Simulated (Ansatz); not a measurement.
## Ga$_{2}$O$_{3}$ (C2/m), a vibration from a frozen displacement

All numbers below come from DFT r2SCAN, scalar-relativistic, plane waves, PAW in Ansatz. Settings: plane waves to 500 eV, k-mesh 8×8×4 (Γ-centred), Gaussian smearing 0.05 eV. No spin polarisation. Energies are free energies at this smearing, counted from the undisturbed cell; pressure is positive in compression.

The starting cell (relaxed at this level):

```yaml
crystal:
  lattice:
    - [6.12784, -1.51953, 0.00253]
    - [6.12784, 1.51953, 0.00253]
    - [-1.38839, 0.00000, 5.63998]
  atoms:
    - { symbol: Ga, position: [0.09052, 0.09052, 0.79479] }
    - { symbol: Ga, position: [0.90948, 0.90948, 0.20521] }
    - { symbol: Ga, position: [0.65873, 0.65873, 0.31448] }
    - { symbol: Ga, position: [0.34127, 0.34127, 0.68552] }
    - { symbol: O, position: [0.16421, 0.16421, 0.10916] }
    - { symbol: O, position: [0.83579, 0.83579, 0.89084] }
    - { symbol: O, position: [0.17334, 0.17334, 0.56352] }
    - { symbol: O, position: [0.82666, 0.82666, 0.43648] }
    - { symbol: O, position: [0.49629, 0.49629, 0.25624] }
    - { symbol: O, position: [0.50371, 0.50371, 0.74376] }
```

Every Ga atom is moved by x along the Cartesian unit vector (0.577, 0.577, 0.577); the cell and all other atoms stay fixed. The cell's volume is 105.04 Å³; the moved atoms weigh 278.892 u together and the others 95.994 u. Some rows repeat others by symmetry and weren't run.

| x (Å) | ΔE (meV/cell) | total force on the moved atoms along the move (eV/Å) | pressure (GPa) |
| --- | --- | --- | --- |
| -0.1000 | 270.34 | 5.4572 | 1.3005 |
| -0.0875 | 206.53 | 4.7545 | 0.9949 |
| -0.0750 | 151.45 | 4.0598 | 0.7303 |
| -0.0625 | 105.00 | 3.3725 | 0.5067 |
| -0.0500 | 67.11 | 2.6909 | 0.3239 |
| -0.0375 | 37.71 | 2.0139 | 0.1818 |
| -0.0250 | 16.75 | 1.3407 | 0.0804 |
| -0.0125 | 4.19 | 0.6697 | 0.0196 |
| 0.0000 | 0.00 | 0.0000 | -0.0007 |
| 0.0125 | 4.19 | -0.6697 | 0.0196 |
| 0.0250 | 16.75 | -1.3407 | 0.0804 |
| 0.0375 | 37.71 | -2.0139 | 0.1818 |
| 0.0500 | 67.11 | -2.6909 | 0.3239 |
| 0.0625 | 105.00 | -3.3725 | 0.5067 |
| 0.0750 | 151.45 | -4.0598 | 0.7303 |
| 0.0875 | 206.53 | -4.7545 | 0.9949 |
| 0.1000 | 270.34 | -5.4572 | 1.3005 |

Problem. What frequency belongs to this motion?

Solution. The force constant is k = −dF/dx = 53.578 eV/Å², from the parabola through x = -0.0125, 0 and 0.0125. In every cell the moved atoms swing against the rest, so the mass is μ = m₁m₂/(m₁ + m₂) = 71.414 u, and ν̃ = 521.5 cm⁻¹ × √(|k|/μ) = 452 cm⁻¹. The pattern needn't be a normal mode: ν̃² is then a weighted mean of the squared nonzero frequencies at the zone centre of this cell, taken without macroscopic field, so it lies between the lowest and the highest of them.

Problem. How far does the harmonic law reach?

Solution. At x = -0.100 Å, kx²/2 = 267.89 meV against the computed 270.34 meV (+0.9 %): the well is still close to harmonic there.

Problem. The pressure changes with x². What does that say about the frequency under compression?

Solution. With E = k(V)x²/2, k ∝ V^(−2γ) and x scaling with the cell as V^(1/3), P − P0 = −∂E/∂V = (2γ − 2/3) ΔE/V. At x = 0.0250 Å, V(P − P0) = 105.04 × 0.08110 / 160.2 eV = 53.17 meV and ΔE = 16.75 meV, so γ = 1/3 + V(P − P0)/(2ΔE) = 1.92. This is the Grüneisen parameter of the motion under uniform scaling of the cell: shrinking the cell evenly by 1 % in volume raises the frequency by about 1.92 %.

The 452 cm⁻¹ describes a stiff, polar motion of the gallium sublattice against oxygen, with the restoring force coming from stretching and bending of the strong, partly ionic Ga-O bonds. Because the displacement has components both along the twofold axis and in the mirror plane, it mixes Au and Bu character, so the value shouldn't be assigned to a single infrared line.

Inversion symmetry makes the well even in x, cancelling the cubic terms of the individual bonds along this path. What remains is a slight hardening, probably from short-range repulsion as some Ga-O contacts shorten. The bonds' cubic anharmonicity reappears in the coupling to volume: shorter bonds are stiffer, hence the positive Grüneisen parameter of 1.92 and the outward push of the distorted lattice on the fixed cell. This doesn't establish the thermal expansion, which depends on the thermally weighted Grüneisen parameters of all modes and on the anisotropic elastic response of the monoclinic lattice.
